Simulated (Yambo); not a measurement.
# GaP (F-43m) in Yambo: further runs

The runs below take GaP through optical spectrum, with PBEsol.

Program: Yambo 5.3.0. These are calculated values, not measurements. Logs are shortened: lines on timing, memory, paths and dates and some standing lists are left out, and cuts for length are marked.

**Experimental background.**

“Stacking defects in GaP nanowires: Electronic structure and optical properties”, 2018, arxiv:1810.01194 quotes, for a bulk crystal of GaP at 10 K: band gap 2.34 eV (indirect).

How close the calculation comes is told below.

## (1) Starting point

Symmetry: F-43m, No. 216, cubic system. The conventional cell has a = 5.451 Å, b = 5.451 Å, c = 5.451 Å, α = 90.00°, β = 90.00°, γ = 90.00°. Ga (site symmetry -43m) has 4 P at 2.36 Å as nearest neighbours. Around P (site symmetry -43m) lie 4 Ga at 2.36 Å.

## (2) Optical spectrum, PBEsol

optics2.in reads:

```
optics
chi
tddft
Chimod= "ALDA"
% BndsRnXd
 1 | 24 |
%
NGsBlkXd= 2 Ry
% LongDrXd
 1 | 1 | 1 |
%
% QpntsRXd
 1 | 1 |
%
% EnRngeXd
 0 | 15 | eV
%
% DmRngeXd
 0.1 | 0.1 | eV
%
ETStpsXd= 300
FxcGRLc= 2 Ry
VXCRLvcs= 2 Ry
```

scf.in reads:

```
&CONTROL
  calculation = 'scf'
  prefix = 'pwscf'
  outdir = './tmp'
  pseudo_dir = './pseudo'
/
&SYSTEM
  ibrav = 0
  nat = 2
  ntyp = 2
  ecutwfc = 80
  nbnd = 15
  occupations = 'smearing'
  smearing = 'fd'
  degauss = 0.00367493
  force_symmorphic = .true.
/
&ELECTRONS
  conv_thr = 4d-10
  electron_maxstep = 120
  mixing_beta = 0.5
/
ATOMIC_SPECIES
Ga    69.7230 Ga.upf
P     30.9738 P.upf
CELL_PARAMETERS bohr
   0.0000000000    5.1499761211    5.1499761211
   5.1499761211    0.0000000000    5.1499761211
   5.1499761211    5.1499761211    0.0000000000
ATOMIC_POSITIONS bohr
Ga     0.0000000000    0.0000000000    0.0000000000
P      7.7249641817    7.7249641817    7.7249641817
K_POINTS automatic
12 12 12 0 0 0
```

nscf.in reads:

```
&CONTROL
  calculation = 'nscf'
  prefix = 'pwscf'
  outdir = './tmp'
  pseudo_dir = './pseudo'
/
&SYSTEM
  ibrav = 0
  nat = 2
  ntyp = 2
  ecutwfc = 80
  nbnd = 34
  occupations = 'fixed'
  force_symmorphic = .true.
/
&ELECTRONS
  conv_thr = 1d-08
  diago_full_acc = .true.
  diago_thr_init = 1d-06
/
ATOMIC_SPECIES
Ga    69.7230 Ga.upf
P     30.9738 P.upf
CELL_PARAMETERS bohr
   0.0000000000    5.1499761211    5.1499761211
   5.1499761211    0.0000000000    5.1499761211
   5.1499761211    5.1499761211    0.0000000000
ATOMIC_POSITIONS bohr
Ga     0.0000000000    0.0000000000    0.0000000000
P      7.7249641817    7.7249641817    7.7249641817
K_POINTS automatic
12 12 12 0 0 0
```

Potentials or basis: PseudoDojo 0.4.1 SR PBEsol standard.

Started as:

```console
$ OMP_NUM_THREADS=1 pw.x -in scf.in > scf.out
$ OMP_NUM_THREADS=1 pw.x -in nscf.in > nscf.out
$ cd tmp/pwscf.save; p2y; mv SAVE ../..; cd ../..
$ OMP_NUM_THREADS=1 yambo
$ OMP_NUM_THREADS=1 yambo -F optics2.in -J optics2 -C optics2_out
```

Yambo's report:

```text
[... sections 02.01 to 02.04 as in the set-up run ...]

[... 5 lines left out ...]
  [X] Bosonic    Temperature                        :  0.000000  0.000000 [eV K]
  [X] Finite Temperature mode                       : no
  [X] El. density                                   :  0.44466E+24 [cm-3]
  [X] Fermi Level                                   :  7.519401 [eV]

  [X] === Gaps and Widths ===
  [X] Conduction Band Min                           :  1.472267 [eV]
  [X] Valence Band Max                              :  0.000000 [eV]
  [X] Filled Bands                                  :   9
  [X] Empty Bands                                   :   10   34
  [X] Direct Gap                                    :  1.736262 [eV]
  [X] Direct Gap localized at k                     :  1
  [X] Indirect Gap                                  :  1.472267 [eV]
  [X] Indirect Gap between kpts                     :    1   40
  [X] Last valence band width                       :  3.472083 [eV]
  [X] 1st conduction band width                     :  3.128923 [eV]

 [03] Transferred momenta grid and indexing
 ==========================================

 IBZ Q-points                                      :   72
 BZ  Q-points                                      :  1728

 K/Q-points units:
 rlu = crystal or reduced units; cc = cartesian coordinates; iku = interal k-units

 Q [ 1]         [rlu]:  0.000000  0.000000  0.000000
 Q [ 2]         [rlu]: -0.65370E-18 -0.65370E-18  0.83333E-01
 Q [ 3]         [rlu]: -0.38103E-17 -0.38103E-17  0.16667
 Q [ 4]         [rlu]:  0.62293E-17  0.62293E-17  0.25000
 Q [ 5]         [rlu]: -0.76207E-17 -0.76207E-17  0.33333
 Q [ 6]         [rlu]:  0.62849E-17  0.62849E-17  0.41667
 Q [ 7]         [rlu]: -0.12459E-16 -0.12459E-16 -0.50000
 Q [ 8]         [rlu]:  0.87011E-17  0.83333E-01  0.83333E-01
 Q [ 9]         [rlu]:  0.13224E-16  0.83333E-01  0.16667
 Q [10]         [rlu]:  0.10067E-16  0.83333E-01  0.25000
 Q [11]         [rlu]:  0.62293E-17  0.83333E-01  0.33333
 Q [12]         [rlu]: -0.26148E-17  0.83333E-01  0.41667
 Q [13]         [rlu]:  0.62849E-17  0.83333E-01  0.50000
 Q [14]         [rlu]:  0.75650E-17  0.83333E-01 -0.41667
 Q [15]         [rlu]:  0.14471E-17  0.83333E-01 -0.33333
[... 33 lines left out ...]
 Q [49]         [rlu]:  0.083333  0.250000  0.333333
 Q [50]         [rlu]:  0.083333  0.250000  0.416667

 Remaining 22 points informations can be written running with -fatlog

 [WARNING] [Xd] User bands 1-24 break level degeneracy

 [04] Dipoles
 ============

  [04.01] Setup: observables and procedures
  =========================================

  [WF-Oscillators/G space/Transverse up loader] Normalization (few states)  min/max  :  0.12481E-16   1.0000

  [WR./optics2//ndb.dipoles]------------------------------------------------------
   Brillouin Zone Q/K grids (IBZ/BZ)                :    72  1728    72  1728
   RL vectors                                       :   4279 [WF]
   Fragmentation                                    : yes
   Electronic Temperature                           :  0.000000 [K]
   Bosonic    Temperature                           :  0.000000 [K]
   DIP band range                                   :   1  24
   DIP band range limits                            :   9  10
   DIP e/h energy range                             : -1.000000 -1.000000 [eV]
   RL vectors in the sum                            :   4279
   [r,Vnl] included                                 : yes
   Bands ordered                                    : yes
   Direct v evaluation                              : no
   Approach used                                    : G-space v
   Dipoles computed                                 : R V P [G-space]
   Wavefunctions                                    : Perdew, Burke & Ernzerhof SOL(X)+Perdew, Burke & Ernzerhof SOL(C)

  [WARNING] [r,Vnl^pseudo] included in position and velocity dipoles.

  [WARNING] In case H contains other non local terms, these are neglected

 [05] Optics
 ===========

 [xc] Functional : Perdew, Burke & Ernzerhof SOL(X)+Perdew, Burke & Ernzerhof SOL(C)
 [xc] LIBXC used to calculate xc functional
  PP Number of Atomic Species                      :  2
  NLCC RL compoments                               :  26469
 [X-CG] R(p) Tot o/o(of R):    8280  233280     100
```

Run time: 2.6 min. Hardware: 1 thread of Arm Neoverse V1, shared host; peak memory 0.64 GiB.

Results:

| Property | Result |
| --- | --- |
| Band gap on the k mesh, mean-field level | 1.47 eV, indirect (least direct gap 1.74 eV) |
| Absorption peak | 4.31 eV |
| Electronic dielectric constant along the field | 11.01 |
| Electronic dielectric constant along the field, independent particles | 11.38 |

Dielectric function (along the field direction of the input):
```tsv
energy (eV)	real part	imaginary part
0.25	11.06	0.25
0.75	11.43	0.29
1.25	12.33	0.41
1.76	13.56	1.64
2.26	17.93	2.97
2.76	13.30	15.24
3.26	14.27	11.09
3.76	13.04	13.08
4.31	1.29	31.67
4.82	2.69	13.49
5.32	-8.14	10.80
5.82	-6.60	8.13
6.32	-3.61	5.96
6.82	-4.86	6.95
7.32	-4.38	2.96
7.88	-3.22	3.12
8.38	-2.19	2.19
8.88	-1.80	2.09
9.38	-1.91	1.81
9.88	-1.68	1.22
10.38	-1.64	1.60
10.89	-1.43	1.00
11.44	-1.25	0.81
11.94	-1.02	0.74
12.44	-0.71	0.68
12.94	-0.65	0.55
13.44	-0.49	0.44
13.95	-0.37	0.44
14.45	-0.23	0.43
15.00	-0.16	0.33
```

Caveat: the LDA kernel is used on GGA states, which is inconsistent by a few percent; these spectra lack excitons.

## (3) Optical spectrum, PBEsol

optics3.in reads:

```
optics
chi
Chimod= "IP"
% BndsRnXd
 1 | 24 |
%
% LongDrXd
 1 | 1 | 0 |
%
% QpntsRXd
 1 | 1 |
%
% EnRngeXd
 0 | 15 | eV
%
% DmRngeXd
 0.1 | 0.1 | eV
%
ETStpsXd= 300
```

scf.in is that of step 2.

nscf.in is that of step 2.

Potentials or basis: PseudoDojo 0.4.1 SR PBEsol standard.

Started as:

```console
$ OMP_NUM_THREADS=1 pw.x -in scf.in > scf.out
$ OMP_NUM_THREADS=1 pw.x -in nscf.in > nscf.out
$ cd tmp/pwscf.save; p2y; mv SAVE ../..; cd ../..
$ OMP_NUM_THREADS=1 yambo
$ OMP_NUM_THREADS=1 yambo -F optics3.in -J optics3 -C optics3_out
```

Yambo's report:

```text
[... sections 02.01 to 02.04 as in the set-up run ...]

[... 5 lines left out ...]
  [X] Bosonic    Temperature                        :  0.000000  0.000000 [eV K]
  [X] Finite Temperature mode                       : no
  [X] El. density                                   :  0.44466E+24 [cm-3]
  [X] Fermi Level                                   :  7.519401 [eV]

  [X] === Gaps and Widths ===
  [X] Conduction Band Min                           :  1.472267 [eV]
  [X] Valence Band Max                              :  0.000000 [eV]
  [X] Filled Bands                                  :   9
  [X] Empty Bands                                   :   10   34
  [X] Direct Gap                                    :  1.736262 [eV]
  [X] Direct Gap localized at k                     :  1
  [X] Indirect Gap                                  :  1.472267 [eV]
  [X] Indirect Gap between kpts                     :    1   40
  [X] Last valence band width                       :  3.472083 [eV]
  [X] 1st conduction band width                     :  3.128923 [eV]

 [03] Transferred momenta grid and indexing
 ==========================================

 IBZ Q-points                                      :   72
 BZ  Q-points                                      :  1728

 K/Q-points units:
 rlu = crystal or reduced units; cc = cartesian coordinates; iku = interal k-units

 Q [ 1]         [rlu]:  0.000000  0.000000  0.000000
 Q [ 2]         [rlu]: -0.65370E-18 -0.65370E-18  0.83333E-01
 Q [ 3]         [rlu]: -0.38103E-17 -0.38103E-17  0.16667
 Q [ 4]         [rlu]:  0.62293E-17  0.62293E-17  0.25000
 Q [ 5]         [rlu]: -0.76207E-17 -0.76207E-17  0.33333
 Q [ 6]         [rlu]:  0.62849E-17  0.62849E-17  0.41667
 Q [ 7]         [rlu]: -0.12459E-16 -0.12459E-16 -0.50000
 Q [ 8]         [rlu]:  0.87011E-17  0.83333E-01  0.83333E-01
 Q [ 9]         [rlu]:  0.13224E-16  0.83333E-01  0.16667
 Q [10]         [rlu]:  0.10067E-16  0.83333E-01  0.25000
 Q [11]         [rlu]:  0.62293E-17  0.83333E-01  0.33333
 Q [12]         [rlu]: -0.26148E-17  0.83333E-01  0.41667
 Q [13]         [rlu]:  0.62849E-17  0.83333E-01  0.50000
 Q [14]         [rlu]:  0.75650E-17  0.83333E-01 -0.41667
 Q [15]         [rlu]:  0.14471E-17  0.83333E-01 -0.33333
[... 33 lines left out ...]
 Q [49]         [rlu]:  0.083333  0.250000  0.333333
 Q [50]         [rlu]:  0.083333  0.250000  0.416667

 Remaining 22 points informations can be written running with -fatlog

 [WARNING] [Xd] User bands 1-24 break level degeneracy

 [04] Dipoles
 ============

  [04.01] Setup: observables and procedures
  =========================================

  [WF-Oscillators/G space/Transverse up loader] Normalization (few states)  min/max  :  0.12481E-16   1.0000

  [WR./optics3//ndb.dipoles]------------------------------------------------------
   Brillouin Zone Q/K grids (IBZ/BZ)                :    72  1728    72  1728
   RL vectors                                       :   4279 [WF]
   Fragmentation                                    : yes
   Electronic Temperature                           :  0.000000 [K]
   Bosonic    Temperature                           :  0.000000 [K]
   DIP band range                                   :   1  24
   DIP band range limits                            :   9  10
   DIP e/h energy range                             : -1.000000 -1.000000 [eV]
   RL vectors in the sum                            :   4279
   [r,Vnl] included                                 : yes
   Bands ordered                                    : yes
   Direct v evaluation                              : no
   Approach used                                    : G-space v
   Dipoles computed                                 : R V P [G-space]
   Wavefunctions                                    : Perdew, Burke & Ernzerhof SOL(X)+Perdew, Burke & Ernzerhof SOL(C)

  [WARNING] [r,Vnl^pseudo] included in position and velocity dipoles.

  [WARNING] In case H contains other non local terms, these are neglected

 [05] Optics
 ===========

 [X-CG] R(p) Tot o/o(of R):    8280  233280     100
```

Wall time 2.5 min (1 thread of Arm Neoverse V1, shared host); peak memory 0.27 GiB.

Results:

- Band gap on the k mesh, mean-field level: 1.47 eV, indirect (least direct gap 1.74 eV)
- Absorption peak: 4.31 eV
- Electronic dielectric constant along the field: 11.38

Dielectric function (along the field direction of the input):
```csv
energy (eV),real part,imaginary part
0.25,11.42,0.26
0.60,11.63,0.28
1.00,12.14,0.33
1.35,12.95,0.45
1.76,13.90,1.54
2.11,16.26,1.34
2.51,19.31,4.20
2.86,12.78,8.63
3.26,15.45,10.41
3.61,14.79,14.01
4.01,17.88,22.44
4.36,-4.34,32.97
4.77,1.74,14.60
5.17,-10.25,18.64
5.52,-6.19,11.16
5.92,-6.37,7.84
6.27,-4.47,6.84
6.67,-4.83,7.58
7.02,-6.44,4.44
7.42,-4.00,3.25
7.78,-3.51,3.45
8.18,-3.19,2.22
8.53,-2.70,2.50
8.93,-2.42,2.50
9.28,-2.61,1.70
9.68,-2.42,1.45
10.08,-1.84,1.59
10.43,-2.05,1.24
10.84,-1.65,0.93
11.19,-1.34,0.98
11.59,-1.17,0.83
11.94,-1.16,0.62
12.34,-0.88,0.59
12.69,-0.84,0.57
13.09,-0.72,0.42
13.44,-0.58,0.36
13.85,-0.51,0.40
14.20,-0.31,0.37
14.60,-0.34,0.32
15.00,-0.24,0.24
```

Caveat: independent-particle spectra lack excitons.

(Continued in part 2 of 2.)
